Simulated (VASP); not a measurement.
# SiNi (P2_13) in VASP: further runs, part 2 of 2

VASP 6.6.1. The steps go on from the part before.

**7. Equation of state, PBE, collinear spin, ferromagnetic start, 12.10 Å³/atom (volume scaled by 1.06)**

Contents of INCAR:

```
SYSTEM = SiNi
PREC     = Accurate       ! precision mode
ENCUT    = 520            ! plane-wave cutoff, eV
EDIFF    = 1E-7           ! SCF threshold, eV
ISMEAR   = -1             ! smearing method
SIGMA    = 0.05           ! smearing width, eV
LREAL    = .FALSE.        ! projectors in reciprocal space
LASPH    = .TRUE.         ! aspherical terms in the spheres
NELM     = 150            ! most SCF steps
ALGO     = Normal         ! electronic algorithm
ISIF     = 2              ! what is computed and relaxed
LWAVE    = .FALSE.        ! write WAVECAR
LCHARG   = .FALSE.        ! write CHGCAR
ISPIN    = 2              ! spin polarisation
MAGMOM   = 1 1 1 1 0 0 0 0 ! initial moments
LORBIT   = 11             ! projections on sites
LMAXMIX  = 4              ! l up to which the mixer works
GGA      = PE             ! functional
NBANDS   = 42             ! bands
```

Contents of KPOINTS:

```
regular mesh
0
G
  6 6 6
  0 0 0
```

Contents of POSCAR:

```
SiNi
1.0
    4.5920241507      0.0000000000      0.0000000000
    0.0000000000      4.5920241507      0.0000000000
    0.0000000000      0.0000000000      4.5920241507
Ni Si
4 4
Direct
    0.1495040000      0.1495040000      0.1495040000
    0.6495040000      0.3504960000      0.8504960000
    0.8504960000      0.6495040000      0.3504960000
    0.3504960000      0.8504960000      0.6495040000
    0.8468300000      0.8468300000      0.8468300000
    0.3468300000      0.6531700000      0.1531700000
    0.1531700000      0.3468300000      0.6531700000
    0.6531700000      0.1531700000      0.3468300000
```

Command:

```sh
cat potpaw_PBE.64/Ni/POTCAR potpaw_PBE.64/Si/POTCAR > POTCAR
mpirun -np 1 vasp_std > vasp.out
```

Run time: 3.2 min. Hardware: 1 thread of Intel Xeon Platinum 8488C (Sapphire Rapids), shared host; peak memory 0.31 GiB.

It converged, with:

```yaml
Free_energy: -46.7168 eV
Pressure: -7.8 GPa
Largest_force: 0.060 eV/Å
Band_gap_on_the_k_mesh: none (metal or under the smearing width)
Net_moment: 0.00 μB per cell
Valence_electrons_inside_the_program's_atomic_spheres: Ni 9.43; Si 1.55
```

**8. Equation of state, PBE, collinear spin, ferromagnetic start**

Potentials or basis: VASP PAW PBE potentials, release 64 (Ni, Si).

This step only gathers the single runs of the series.

Results:

| Item | Value |
| --- | --- |
| Equilibrium volume | 11.53 Å³/atom |
| Bulk modulus at fixed shape and positions | 180 GPa |
| Pressure derivative of the bulk modulus | 4.8 |

Energy against volume, from the lowest point:
```csv
volume (Å³/atom),energy (meV/atom)
10.734,34.84
10.962,16.71
11.190,5.34
11.419,0.00
11.647,0.03
11.875,4.85
12.104,13.92
```

Caveat: the cell was scaled at fixed shape and fractional positions, which overstates the stiffness of a crystal with free parameters, most of all of layers and chains.

**9. Equation of state, PBEsol, collinear spin, ferromagnetic start, 10.73 Å³/atom (volume scaled by 0.94)**

Contents of INCAR:

```
ALGO     = Normal         # electronic algorithm
EDIFF    = 1E-7           # SCF threshold, eV
ENCUT    = 520            # plane-wave cutoff, eV
GGA      = PS             # functional
ISIF     = 2              # what is computed and relaxed
ISMEAR   = -1             # smearing method
ISPIN    = 2              # spin polarisation
KPAR     = 2            
LASPH    = T              # aspherical terms in the spheres
LCHARG   = F              # write CHGCAR
LMAXMIX  = 4              # l up to which the mixer works
LORBIT   = 11             # projections on sites
LREAL    = F              # projectors in reciprocal space
LWAVE    = F              # write WAVECAR
MAGMOM   = 1 1 1 1 0 0 0 0 # initial moments
NBANDS   = 42             # bands
NELM     = 150            # most SCF steps
PREC     = Accurate       # precision mode
SIGMA    = 0.05           # smearing width, eV
```

Contents of KPOINTS:

```
k-points
0
Gamma
  6 6 6
```

POSCAR: that of step 7 with these lines changed.

```diff
@@ -2,5 +2,5 @@
 1.0
-    4.5920241507      0.0000000000      0.0000000000
-    0.0000000000      4.5920241507      0.0000000000
-    0.0000000000      0.0000000000      4.5920241507
+    4.4117560803      0.0000000000      0.0000000000
+    0.0000000000      4.4117560803      0.0000000000
+    0.0000000000      0.0000000000      4.4117560803
 Ni Si
```

Potentials or basis: VASP PAW PBE potentials, release 64 (Ni, Si).

Command:

```sh
cat potpaw_PBE.64/Ni/POTCAR potpaw_PBE.64/Si/POTCAR > POTCAR
mpirun -np 2 vasp_std > vasp.out
```

Run time: 45 s. Hardware: 2 MPI ranks of Intel Xeon 6975P-C (Granite Rapids), shared host; peak memory 0.3 GiB.

The run converged. Its results:

```
Free energy                                           : -51.4990 eV
Pressure                                              : 8.5 GPa
Largest force                                         : 0.007 eV/Å
Band gap on the k mesh                                : none (metal or under the smearing width)
Net moment                                            : 0.00 μB per cell
Valence electrons inside the program's atomic spheres : Ni 9.71; Si 1.62
```

Caveat: the PAW data sets were made with another functional, which shifts forces and pressure a little.

**10. Equation of state, PBEsol, collinear spin, ferromagnetic start, 10.96 Å³/atom (volume scaled by 0.96)**

INCAR is that of step 9.

KPOINTS is that of step 9.

POSCAR: that of step 9 with these lines changed.

```diff
@@ -2,5 +2,5 @@
 1.0
-    4.4117560803      0.0000000000      0.0000000000
-    0.0000000000      4.4117560803      0.0000000000
-    0.0000000000      0.0000000000      4.4117560803
+    4.4428258088      0.0000000000      0.0000000000
+    0.0000000000      4.4428258088      0.0000000000
+    0.0000000000      0.0000000000      4.4428258088
 Ni Si
```

Command:

```sh
cat potpaw_PBE.64/Ni/POTCAR potpaw_PBE.64/Si/POTCAR > POTCAR
mpirun -np 2 vasp_std > vasp.out
```

Wall time 44 s (2 MPI ranks of Intel Xeon 6975P-C (Granite Rapids), shared host); peak memory 0.3 GiB.

It converged, with:

| Item | Value |
| --- | --- |
| Free energy | -51.5679 eV |
| Pressure | 3.7 GPa |
| Largest force | 0.017 eV/Å |
| Band gap on the k mesh | none (metal or under the smearing width) |
| Net moment | 0.00 μB per cell |
| Valence electrons inside the program's atomic spheres | Ni 9.65; Si 1.61 |

Caveat: the PAW data sets were made with another functional, which shifts forces and pressure a little.

**11. Equation of state, PBEsol, collinear spin, ferromagnetic start, 11.19 Å³/atom (volume scaled by 0.98)**

INCAR is that of step 10.

KPOINTS is that of step 10.

POSCAR: that of step 10 with these lines changed.

```diff
@@ -2,5 +2,5 @@
 1.0
-    4.4428258088      0.0000000000      0.0000000000
-    0.0000000000      4.4428258088      0.0000000000
-    0.0000000000      0.0000000000      4.4428258088
+    4.4734669550      0.0000000000      0.0000000000
+    0.0000000000      4.4734669550      0.0000000000
+    0.0000000000      0.0000000000      4.4734669550
 Ni Si
```

Command:

```sh
cat potpaw_PBE.64/Ni/POTCAR potpaw_PBE.64/Si/POTCAR > POTCAR
mpirun -np 2 vasp_std > vasp.out
```

It took 47 s on 2 MPI ranks of Intel Xeon 6975P-C (Granite Rapids), shared host; peak memory 0.3 GiB.

The run converged. Its results:

```yaml
Free_energy: -51.5850 eV
Pressure: -0.6 GPa
Largest_force: 0.027 eV/Å
Band_gap_on_the_k_mesh: none (metal or under the smearing width)
Net_moment: 0.00 μB per cell
Valence_electrons_inside_the_program's_atomic_spheres: Ni 9.61; Si 1.59
```

Caveat: the PAW data sets were made with another functional, which shifts forces and pressure a little.

**12. Equation of state, PBEsol, collinear spin, ferromagnetic start, 11.65 Å³/atom (volume scaled by 1.02)**

INCAR is that of step 11.

KPOINTS is that of step 11.

POSCAR: that of step 11 with these lines changed.

```diff
@@ -2,5 +2,5 @@
 1.0
-    4.4734669550      0.0000000000      0.0000000000
-    0.0000000000      4.4734669550      0.0000000000
-    0.0000000000      0.0000000000      4.4734669550
+    4.5335206573      0.0000000000      0.0000000000
+    0.0000000000      4.5335206573      0.0000000000
+    0.0000000000      0.0000000000      4.5335206573
 Ni Si
```

Potentials or basis: VASP PAW PBE potentials, release 64 (Ni, Si).

Command:

```sh
cat potpaw_PBE.64/Ni/POTCAR potpaw_PBE.64/Si/POTCAR > POTCAR
mpirun -np 2 vasp_std > vasp.out
```

Wall time 46 s (2 MPI ranks of Intel Xeon 6975P-C (Granite Rapids), shared host); peak memory 0.3 GiB.

It converged, with:

```yaml
Free_energy: -51.4863 eV
Pressure: -7.8 GPa
Largest_force: 0.050 eV/Å
Band_gap_on_the_k_mesh: none (metal or under the smearing width)
Net_moment: 0.00 μB per cell
Valence_electrons_inside_the_program's_atomic_spheres: Ni 9.52; Si 1.57
```

Caveat: the PAW data sets were made with another functional, which shifts forces and pressure a little.

**13. Equation of state, PBEsol, collinear spin, ferromagnetic start, 11.88 Å³/atom (volume scaled by 1.04)**

INCAR is that of step 12.

KPOINTS is that of step 12.

POSCAR: that of step 12 with these lines changed.

```diff
@@ -2,5 +2,5 @@
 1.0
-    4.5335206573      0.0000000000      0.0000000000
-    0.0000000000      4.5335206573      0.0000000000
-    0.0000000000      0.0000000000      4.5335206573
+    4.5629599280      0.0000000000      0.0000000000
+    0.0000000000      4.5629599280      0.0000000000
+    0.0000000000      0.0000000000      4.5629599280
 Ni Si
```

Command:

```sh
cat potpaw_PBE.64/Ni/POTCAR potpaw_PBE.64/Si/POTCAR > POTCAR
mpirun -np 2 vasp_std > vasp.out
```

Run time: 51 s. Hardware: 2 MPI ranks of Intel Xeon 6975P-C (Granite Rapids), shared host; peak memory 0.3 GiB.

It converged, with:

```
Free energy                                           : -51.3802 eV
Pressure                                              : -10.8 GPa
Largest force                                         : 0.059 eV/Å
Band gap on the k mesh                                : none (metal or under the smearing width)
Net moment                                            : 0.00 μB per cell
Valence electrons inside the program's atomic spheres : Ni 9.48; Si 1.56
```

Caveat: the PAW data sets were made with another functional, which shifts forces and pressure a little.

**14. Equation of state, PBEsol, collinear spin, ferromagnetic start, 12.10 Å³/atom (volume scaled by 1.06)**

INCAR is that of step 13.

KPOINTS is that of step 13.

POSCAR: that of step 13 with these lines changed.

```diff
@@ -2,5 +2,5 @@
 1.0
-    4.5629599280      0.0000000000      0.0000000000
-    0.0000000000      4.5629599280      0.0000000000
-    0.0000000000      0.0000000000      4.5629599280
+    4.5920241507      0.0000000000      0.0000000000
+    0.0000000000      4.5920241507      0.0000000000
+    0.0000000000      0.0000000000      4.5920241507
 Ni Si
```

Command:

```sh
cat potpaw_PBE.64/Ni/POTCAR potpaw_PBE.64/Si/POTCAR > POTCAR
mpirun -np 2 vasp_std > vasp.out
```

Run time: 49 s. Hardware: 2 MPI ranks of Intel Xeon 6975P-C (Granite Rapids), shared host; peak memory 0.31 GiB.

It converged, with:

```
Free energy                                           : -51.2419 eV
Pressure                                              : -13.4 GPa
Largest force                                         : 0.068 eV/Å
Band gap on the k mesh                                : none (metal or under the smearing width)
Net moment                                            : 0.00 μB per cell
Valence electrons inside the program's atomic spheres : Ni 9.44; Si 1.55
```

Caveat: the PAW data sets were made with another functional, which shifts forces and pressure a little.

**15. Equation of state, PBEsol, collinear spin, ferromagnetic start**

Potentials or basis: VASP PAW PBE potentials, release 64 (Ni, Si).

No new run: the results of the series are fitted here.

Results:

* Equilibrium volume: 11.16 Å³/atom
* Bulk modulus at fixed shape and positions: 200 GPa
* Pressure derivative of the bulk modulus: 4.8

Energy against volume, from the lowest point:
| volume (Å³/atom) | energy (meV/atom) |
| --- | --- |
| 10.734 | 10.76 |
| 10.962 | 2.14 |
| 11.190 | 0.00 |
| 11.419 | 3.61 |
| 11.647 | 12.34 |
| 11.875 | 25.60 |
| 12.104 | 42.89 |

Caveat: the cell was scaled at fixed shape and fractional positions, which overstates the stiffness of a crystal with free parameters, most of all of layers and chains; the PAW data sets were made with another functional, which shifts forces and pressure a little.
